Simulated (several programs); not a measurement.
## What each method gives for RbCl (rocksalt)

Rocksalt RbCl, relaxed with r2SCAN in Ansatz, was computed with several methods. It is cubic, Fm-3m (No. 225); conventional cell a = 6.612 Å, 36.13 Å³ an atom. Rb has 6 Cl at 3.31 Å; Cl has 6 Rb at 3.31 Å. No spin polarisation and no zero-point or thermal motion.

```
CELL_PARAMETERS angstrom
0.00000 3.30581 3.30581
3.30581 0.00000 3.30581
3.30581 3.30581 0.00000
ATOMIC_POSITIONS crystal
Rb 0.00000 0.00000 0.00000
Cl 0.50000 0.50000 0.50000
```

Gaps and times are for a single point on this cell; volume and bulk modulus come from each method's own relaxation or energy curve at fixed shape. Times are rough, from shared hosts (Arm Neoverse V2; NVIDIA H100 80GB HBM3), and each method has its own mesh and cell size. A dagger marks a closed or tiny gap in a crystal that DFT finds insulating: a failure of the method or a wrong SCF state. PM6 (MOPAC), PM7 (MOPAC), GFN1-xTB (tblite), GFN2-xTB (tblite) treat a cluster of cells at its zone centre, which samples few k points: where these miss a band edge, the gap comes out too large for that reason alone. Gaps from k meshes are read at a limited set of points (mesh, symmetry points, PBE's band edges), so each method's own least gap may be somewhat smaller. Force fields have no electrons; where one was fitted to this phase, its volume and modulus reflect the fit. xTB and the PM methods were fitted mostly to molecules, and can miss a solid's gap by electronvolts. Minimal bases can be far off for gaps. Times of the plane-wave rungs are withheld (a dash), since they come from other jobs, hosts and meshes; the meshes of hybrids and Hartree-Fock don't converge their gaps to the digits shown. GLLB-SC's gap includes the derivative discontinuity. G0W0 is at finite bands, cutoff and mesh. d marks a direct gap, i an indirect one (no mark: not told apart), a dash a value that wasn't computed or didn't pass its checks.

```
                               method              kind  gap (eV)  own volume (Å³/atom)  bulk modulus (GPa)  atoms computed  processor time
                  ffield.eim (LAMMPS)       force field         –                     –                   –               2           0.1 s
     light PBE (260 eV, its own mesh)  light plane-wave    4.96 d                 37.64                  15               2          0.59 s
                                  PBE         semilocal    4.96 d                 37.53                  14               2               –
                    GFN1-xTB (tblite)     tight binding      3.88                     –                   –         cluster           2.2 s
                          PM7 (MOPAC)    semi-empirical     0.00†                     –                   –         cluster           3.5 s
                               r2SCAN         semilocal    5.56 d                 36.13                  17               2               –
                    GFN2-xTB (tblite)     tight binding      2.86                     –                   –         cluster           3.9 s
                          PM6 (MOPAC)    semi-empirical     11.61                     –                   –         cluster           4.4 s
                              PBE+SOC         semilocal    4.91 d                     –                   –               2               –
                       PBE/SZV (CP2K)       small basis    3.63 d                 38.41                  18               2           8.3 s
                       GLLB-SC (GPAW)   model potential      9.72                     –                   –               2           8.9 s
               PBE/single zeta (GPAW)       small basis    4.38 d                     –                   –               2            11 s
G0W0@r2SCAN (180 eV screening cutoff)         many-body      8.02                     –                   –               2               –
                      PBE/DZVP (CP2K)       small basis    4.90 d                 37.98                  14               2            19 s
                                HSE06            hybrid    6.25 d                     –                   –               2               –
   G0W0@PBE (260 eV screening cutoff)         many-body      7.75                     –                   –               2               –
                                 PBE0            hybrid    6.99 d                     –                   –               2               –
  G0W0@PBE0 (180 eV screening cutoff)         many-body      8.50                     –                   –               2               –
 G0W0@HSE06 (180 eV screening cutoff)         many-body      8.29                     –                   –               2               –
```

Against HSE06 (6.25 eV) and with closed or daggered gaps left aside, the nearest gap at the points sampled is that of r2SCAN (-0.69 eV) and the farthest that of PM6 (MOPAC) (+5.36 eV). HSE06 is only a yardstick of convenience: for gaps this wide it usually falls short of measured ones, so a larger value can be the better one.

Volumes against r2SCAN's: light PBE (260 eV, its own mesh) +4.2 %, PBE +3.9 %, PBE/SZV (CP2K) +6.3 %, PBE/DZVP (CP2K) +5.1 %.

Only the rows marked +SOC include spin-orbit coupling.
